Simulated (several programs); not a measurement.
## What each method gives for Ga₂O₃ (A-La2O3 type)

Ga₂O₃ (A-La2O3 type), relaxed with r2SCAN in Ansatz, was computed with several methods. The symmetry is P-3m1 (No. 164, trigonal); a = 2.991 Å, c = 6.846 Å in the conventional setting, 10.61 Å³ an atom. Around Ga lie 6 O at 1.87–2.22 Å; around O lie 6 Ga at 2.22 Å; around O lie 3 Ga at 1.87 Å. No spin polarisation. The prototype was imposed, so other structures may be more stable.

```yaml
crystal:
  lattice:
    - [2.99095, 0.00000, 0.00000]
    - [-1.49547, 2.59024, 0.00000]
    - [0.00000, 0.00000, 6.84579]
  atoms:
    - { symbol: Ga, position: [0.33333, 0.66667, 0.20392] }
    - { symbol: Ga, position: [0.66667, 0.33333, 0.79608] }
    - { symbol: O, position: [0.00000, 0.00000, 0.00000] }
    - { symbol: O, position: [0.33333, 0.66667, 0.69160] }
    - { symbol: O, position: [0.66667, 0.33333, 0.30840] }
```

Gaps and times are for a single point on this cell; volume and bulk modulus come from each method's own relaxation or energy curve at fixed shape, which is too stiff where a cell has free coordinates or axes. Times are rough, from shared hosts (AMD EPYC 7R13 Processor; Intel Xeon Platinum 8259CL CPU @ 2.50GHz; NVIDIA H100 80GB HBM3), and each method has its own mesh and cell size. A double dagger marks a value from a curve with shape and coordinates held. Gaps from k meshes are read at a limited set of points (mesh, symmetry points, PBE's band edges), so each method's own least gap may be somewhat smaller. Minimal bases can be far off for gaps. Times of the plane-wave ladder aren't listed, since it ran on unlike processors and cards. Curves at held shape can't give the bulk modulus of a layered or molecular crystal, so none is listed. GLLB-SC's gap includes the derivative discontinuity. d marks a direct gap, i an indirect one (no mark: not told apart), a dash a value that wasn't computed or didn't pass its checks.

```
                              method              kind  gap (eV)  own volume (Å³/atom)  bulk modulus (GPa)  atoms computed  processor time
                              PBEsol         semilocal         –                 10.85                   –               5               –
light PBE (260 eV and a coarse mesh)  light plane-wave    2.38 d                     –                   –               5           1.7 s
                                 LDA         semilocal    2.40 d                 10.09                   –               5               –
                                 PBE         semilocal    2.51 d                 11.89                   –               5               –
                                PBE0            hybrid    4.91 d                     –                   –               5               –
                             PBE+SOC         semilocal    2.51 d                     –                   –               5               –
                              r2SCAN         semilocal    3.12 d                 10.61                   –               5               –
                               HSE06            hybrid    4.19 d                     –                   –               5               –
                      GLLB-SC (GPAW)   model potential      4.42                     –                   –               5            48 s
                      PBE/SZV (CP2K)       small basis    1.93 d                     –                   –               5            53 s
                             r2SCAN0            hybrid    5.34 d                     –                   –               5               –
                            DDH-PBE0            hybrid    4.88 d                     –                   –               5               –
                     PBE/DZVP (CP2K)       small basis    2.48 d                11.21‡                   –               5         2.8 min
```

Against HSE06 (4.19 eV) and with closed or daggered gaps left aside, the nearest gap at the points sampled is that of GLLB-SC (GPAW) (+0.23 eV) and the farthest that of PBE/SZV (CP2K) (-2.26 eV). HSE06 is only a yardstick of convenience: for gaps this wide it usually falls short of measured ones, so a larger value can be the better one.

Volumes against r2SCAN's: PBEsol +2.3 %, LDA -4.9 %, PBE +12.1 %.

Only the rows marked +SOC include spin-orbit coupling.
